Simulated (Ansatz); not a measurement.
A plane-wave DFT run in Ansatz 0.2.0 (scalar-relativistic PAW potentials unless the input names others): input and command.

```yaml
crystal:
  lattice:
    - [-1.8289851493, 1.9094998554, 1.8832405702]
    - [1.866594289, -1.8458980203, 1.8572478747]
    - [1.8504373365, 1.8673502074, -1.819638735]
  atoms:
    - { symbol: Sn, position: [0.0, 0.0, 0.0] }
basis:
  ecutwfc: 420
  precision: f64
kpoints:
  mp_grid: { grid: [15, 15, 15] }
hamiltonian:
  xc: pbesol
scf:
  occupations: { method: gaussian, width: 0.15 }
  eigensolver: { kind: davidson }
output:
  forces: true
  eigenvalues: true
  stress: true
relax:
  adjacent_minimum: "off"
  f_tol: 0.01
  max_steps: 80
  cell: { stress_tol: 0.1 }
```

```bash
ansatz run input.yaml --threads 2 --pin off --max-ram 5120MiB --backend cpu --events-out ev --progress --plain --runs-dir out
```

Abridged log:
```
Pseudopotentials: kind: paw
Pseudopotential: Sn, paw, valence charge 14, recommended cutoff 420 eV (normal)
Functional definition: PBEsol
Crystal: 1 atom, lattice volume = 26.245 Å³
Basis set: ecut = 420 eV, 529 PW (Γ), exchange–correlation on 48×48×48 points (8 copies of the dense FFT grid, shifted against one another)
Bands: 11, of which v1, the nominal top of the filled ones, is band 7 counted from 1 (6 counted from 0)
Symmetry: 2 space group operations
Space group: P-1 (ITA 2), of the structure as read, at distance tolerance 3.0e-5 Å
k-points: 1688 of 3375
Initial density: superposition of atomic densities (neutral atoms: chi_scale 0, normalization atom), corrected by the library's trained network
Initial wavefunctions: pseudopotential atomic-orbital guess
Functional: x = pbesol(κ = 0.804, μ = 0.12345679), c = pbesol(β = 0.046)
SCF iter   1: F=—  HF=-5949.752725 eV  |F-HF|=—  |Δ(HF+E_count)|=         —  Δρ=2.81e-3  dr2=1.31e-3  ethr=1.77e-3  ⟨swp⟩=10.3  Hψ=91169  notcnv=1
SCF iter   2: F=—  HF=-5949.752241 eV  |F-HF|=—  |Δ(HF+E_count)|=   4.84e-4  Δρ=1.08e-3  dr2=2.06e-4  ethr=9.33e-6  ⟨swp⟩=3.7  Hψ=44968  notcnv=0  defer=28
SCF iter   3: F=—  HF=-5949.752170 eV  |F-HF|=—  |Δ(HF+E_count)|=   7.17e-5  Δρ=2.10e-4  dr2=9.17e-6  ethr=6.46e-8  ⟨swp⟩=3.4  Hψ=77045  notcnv=0  defer=1
SCF iter   4: F=—  HF=-5949.752165 eV  |F-HF|=—  |Δ(HF+E_count)|=   4.45e-6  Δρ=4.37e-5  dr2=3.21e-7  ethr=6.46e-8  ⟨swp⟩=2.6  Hψ=31911  notcnv=0
SCF iter   5: F=-5949.752165 eV  HF=-5949.752165 eV  |F-HF|=1.29e-8  |Δ(HF+E_count)|=   1.10e-7  Δρ=9.01e-6  dr2=2.83e-8  ethr=2.30e-9  ⟨swp⟩=4.0  Hψ=47382  notcnv=0
SCF iter   6: F=-5949.752165 eV  HF=-5949.752165 eV  |F-HF|=1.33e-9  |Δ(HF+E_count)|=   4.81e-9  Δρ=3.23e-6  dr2=3.49e-9  ethr=2.02e-10  ⟨swp⟩=2.9  Hψ=32934  notcnv=0
SCF 1 converged in 6 iterations: F = -5949.752165 eV  dr2 = 3.49e-9
  Residual-converged pass: ⟨swp⟩=3.1  Hψ=40991  notcnv=0  max |occ|·‖R‖ = 6.7e-6 eV (tolerance 6.7e-6 eV) dr2=3.13e-9  dr2_onsite=1.56e-11  max |Δocc| = 4.2e-9
relax step   1: F+E_penalty+E_count = -5949.75216517 eV  Δ(F+E_penalty+E_count) = +0.000e0 eV  max|allowed force component| = 0.000e0 eV/Å  Δτ_max = 0.0000 Å  P = -0.294 GPa  Ω = 26.245 Å³  (6 SCF iters, dr2 threshold 1.00e-7 eV, accepted)
Crystal: 1 atom, lattice volume = 26.075 Å³
Basis set: ecut = 420 eV, 533 PW (Γ), exchange–correlation on 48×48×48 points (8 copies of the dense FFT grid, shifted against one another)
Initial density: handed on by an earlier stage of this run
Initial wavefunctions: those handed on with the density
SCF iter   1: F=—  HF=-5949.753435 eV  |F-HF|=—  |Δ(HF+E_count)|=         —  Δρ=3.34e-4  dr2=3.94e-5  ethr=9.80e-7  ⟨swp⟩=8.1  Hψ=129594  notcnv=4
SCF iter   2: F=—  HF=-5949.753429 eV  |F-HF|=—  |Δ(HF+E_count)|=   6.53e-6  Δρ=2.28e-4  dr2=1.85e-5  ethr=2.81e-7  ⟨swp⟩=2.0  Hψ=30585  notcnv=0
   ...
SCF iter   1: F=—  HF=-5949.764937 eV  |F-HF|=—  |Δ(HF+E_count)|=         —  Δρ=8.90e-5  dr2=1.91e-6  ethr=2.23e-7  ⟨swp⟩=8.0  Hψ=122005  notcnv=12
SCF iter   2: F=—  HF=-5949.764937 eV  |F-HF|=—  |Δ(HF+E_count)|=   1.83e-7  Δρ=5.94e-5  dr2=8.64e-7  ethr=1.37e-8  ⟨swp⟩=2.0  Hψ=30582  notcnv=0
SCF iter   3: F=-5949.764937 eV  HF=-5949.764937 eV  |F-HF|=1.98e-9  |Δ(HF+E_count)|=   8.76e-8  Δρ=6.61e-6  dr2=8.16e-9  ethr=6.95e-11  ⟨swp⟩=4.1  Hψ=78440  notcnv=0
SCF 9 converged in 3 iterations: F = -5949.764937 eV  dr2 = 8.16e-9
  Residual-converged pass: ⟨swp⟩=2.8  Hψ=32704  notcnv=0  max |occ|·‖R‖ = 4.7e-6 eV (tolerance 4.7e-6 eV) dr2=8.19e-9  dr2_onsite=1.95e-9  max |Δocc| = 8.9e-11
relax step   9: F+E_penalty+E_count = -5949.76493712 eV  Δ(F+E_penalty+E_count) = -4.131e-5 eV  max|allowed force component| = 0.000e0 eV/Å  Δτ_max = 0.0000 Å  P = +0.007 GPa  Ω = 26.213 Å³  energy of the carried Pulay correction = +4.896e-6 eV  (3 SCF iters, dr2 threshold 5.01e-8 eV, accepted)
Initial wavefunctions: pseudopotential atomic-orbital guess (no wavefunctions were taken with the density)
SCF iter   1: F=—  HF=-5949.765065 eV  |F-HF|=—  |Δ(HF+E_count)|=         —  Δρ=7.87e-5  dr2=2.33e-7  ethr=6.31e-8  ⟨swp⟩=11.8  Hψ=189382  notcnv=129
SCF iter   2: F=—  HF=-5949.765065 eV  |F-HF|=—  |Δ(HF+E_count)|=   3.18e-7  Δρ=4.23e-5  dr2=6.84e-8  ethr=1.67e-9  ⟨swp⟩=3.0  Hψ=33771  notcnv=0  defer=1
SCF iter   3: F=—  HF=-5949.765066 eV  |F-HF|=—  |Δ(HF+E_count)|=   1.49e-7  Δρ=3.79e-6  dr2=9.50e-10  ethr=7.09e-12  ⟨swp⟩=4.2  Hψ=88105  notcnv=0  defer=1
SCF iter   4: F=—  HF=-5949.765066 eV  |F-HF|=—  |Δ(HF+E_count)|=  6.19e-10  Δρ=7.66e-7  dr2=1.15e-10  ethr=6.78e-12  ⟨swp⟩=3.0  Hψ=39144  notcnv=0  defer=1
SCF iter   5: F=-5949.765066 eV  HF=-5949.765066 eV  |F-HF|=5.46e-12  |Δ(HF+E_count)|=  3.09e-11  Δρ=1.40e-7  dr2=4.56e-12  ethr=1.00e-12  ⟨swp⟩=3.6  Hψ=34421  notcnv=0
SCF 10 converged in 5 iterations: F = -5949.765066 eV  dr2 = 4.56e-12
  Residual-converged pass: ⟨swp⟩=3.3  Hψ=42841  notcnv=0  max |occ|·‖R‖ = 1.3e-7 eV (tolerance 1.3e-7 eV) dr2=4.34e-12  dr2_onsite=9.07e-13  max |Δocc| = 1.5e-12
SCF converged after 5 iterations
Free energy (F): -5949.765066 eV
Harris-Foulkes:  -5949.765066 eV  (|F-HF|=5.46e-12)
Internal energy: -5949.760327 eV  (E = F + TS)
E sigma→0 (E₀):  -5949.762696 eV
Entropy (-TS):   -0.004738 eV (-4.738 meV/atom)
Fermi energy:    11.233665 eV
--- Forces (eV/Å), atoms counted from 1 ---
  atom   1  Sn     0.00000000     0.00000000     0.00000000
--- Stress (GPa, compression-positive) ---
       -0.010376       0.001869      -0.007193
        0.001869       0.013596      -0.001105
       -0.007193      -0.001105       0.012390
  P = ⅓ Tr σ = 0.0052 GPa (0.052 kbar)
--- Relaxed structure (9 steps of the walk, 9 accepted, 1 SCFs on fresh bases) ---
  F+E_penalty+E_count = -5949.76506564 eV   max|allowed force component| = 0.000e0 eV/Å   (the final SCF, on the basis selected at the relaxed cell)
  cell:  # Å, volume = 26.2126 Å³
    - [-1.71135556, 1.95728290, 1.95661547]
    - [1.70917087, -1.95725176, 1.95938262]
    - [1.70973493, 1.95843175, -1.95657543]
  atoms:
    - { symbol: Sn, position: [0.0, 0.0, 0.0] }
```

Apart from outputs and empty bands, the input differs from a reference run on usual settings in scf.eigensolver.kind: not typed → "davidson"; basis.precision: not typed → "f64"; kpoints.mp_grid.grid: [12, 12, 12] → [15, 15, 15]. The reference, at the same start, ended its own course with a relaxed volume of 26.01 Å³/atom, pressure 0.00 GPa, largest force 0.000 eV/Å, no gap on the mesh. This run converged in 44 SCF iterations over all its steps (reference: 38) with an energy at zero smearing 7.20 meV/atom below the reference's, a relaxed volume of 26.21 Å³/atom, pressure 0.01 GPa, largest force 0.000 eV/Å, no gap on the mesh.

It took 2.7 min on 2 threads of Arm Neoverse V1, on a shared host, peak memory 0.65 GiB.